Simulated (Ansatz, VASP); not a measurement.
**One calculation of BaZrO3, two programs**

```
Ba Zr O
1.0
     4.19134    0.00000    0.00000
     0.00000    4.19134    0.00000
     0.00000    0.00000    4.19134
Ba Zr O
1 1 3
Direct
  0.00000 0.00000 0.00000
  0.50000 0.50000 0.50000
  0.00000 0.50000 0.50000
  0.50000 0.00000 0.50000
  0.50000 0.50000 0.00000
```

Alike in both runs: task single point; functional PBE; k mesh 6 × 6 × 6; occupations gaussian, width 0.02 eV; no spin polarisation.

|  | VASP | Ansatz |
| --- | --- | --- |
| version | VASP 6.6.1 | Ansatz 0.2.0 |
| potentials or method | VASP PAW PBE potentials, release 64 (Ba_sv, Zr_sv, O) | scalar-relativistic, plane waves, PAW |
| plane-wave cutoff (eV) | 520 | 420 |
| valence electrons in the cell | 40 | 40 |

VASP gave:

```
gap on the k mesh at the Fermi level (eV) : 3.19
least direct gap on the mesh (eV)         : 3.41
pressure (GPa)                            : 5.1
```

What did Ansatz give for the same quantities?

gap on the k mesh at the Fermi level (eV): 3.24; least direct gap on the mesh (eV): 3.44; pressure (GPa): 4.0.

The functional is the same, so the differences come from potentials, cutoffs and numerics.

Caveats: spin-orbit coupling is left out, which moves the levels of the heavy elements. A k mesh can miss the band edges.
